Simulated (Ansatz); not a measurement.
**AlGa2As3 polymorphs, one row open**

Theory: DFT PBE, scalar-relativistic, plane waves, PAW (Ansatz 0.2.0). All cells share a 420 eV cutoff and Γ-centred k meshes spaced at most about 0.3 Å⁻¹ (about 0.25 or finer for metals, 2π included). No spin polarisation.

All energies are static (0 K, no zero-point motion). Rows are sorted by volume; energies count from the lowest form computed. Coordination counts As atoms around Al and Ga (those within 1.25 times the shortest such distance or 1.15 times the sum of covalent radii; a plus sign parts nearer from farther groups; the shortest distance is added where it is long for a bond). The table shows 5 of 8 forms computed.

```
row    form    source  atoms             coordination  V (Å³/atom)  gap on mesh (eV)  ΔE (meV/atom)
  1  P4/mmm  invented      6  Al 8, Ga 4+4 from 2.9 Å         20.9                 0            523
  2   P-6m2  invented      6    Al 3, Ga 9 from 3.2 Å         21.6                 0              ?
  3    Immm  invented      6               Al 4, Ga 3         22.8                 0            531
  4    P3m1  invented      6               Al 4, Ga 4         23.6              0.53              0
  5  P4/mmm  invented      6             Al 2, Ga 2+4         31.9                 0            790
```

The cell of row 2:

```xyz
6
Lattice="4.4455 0.0000 0.0000 -2.2228 3.8499 0.0000 0.0000 0.0000 7.5883" Properties=species:S:1:pos:R:3 pbc="T T T"
Al    2.2228    1.2833    0.0000
Ga    0.0000    2.5666    1.9606
Ga    0.0000    2.5666    5.6276
As    2.2228    1.2833    3.7941
As    0.0000    0.0000    0.0000
As    0.0000    0.0000    3.7941
```

Q: How far above the lowest form does the open row lie?

A: 0.60 eV/atom, which puts it above row 3 and below row 5. Counting As atoms around Al and Ga, row 2 has Al 3, Ga 9 from 3.2 Å and the lowest form (row 4) has Al 4, Ga 4. Row 2 holds As–As nets (shortest 2.57 Å); in the lowest form (row 4) the shortest As–As distance is 4.04 Å.

An observed structure of this formula, if there is one, may be missing.

Weakly bound directions are ill-defined at this level, which has no dispersion term (P4/mmm at 20.9 Å³/atom), and this can change margins and order among such cells. Kohn–Sham gaps at this level usually fall short of measured ones. Cells relaxed within their symmetry can be saddle points. Some types were kept out of the candidates beforehand, so the set may lack a known form.
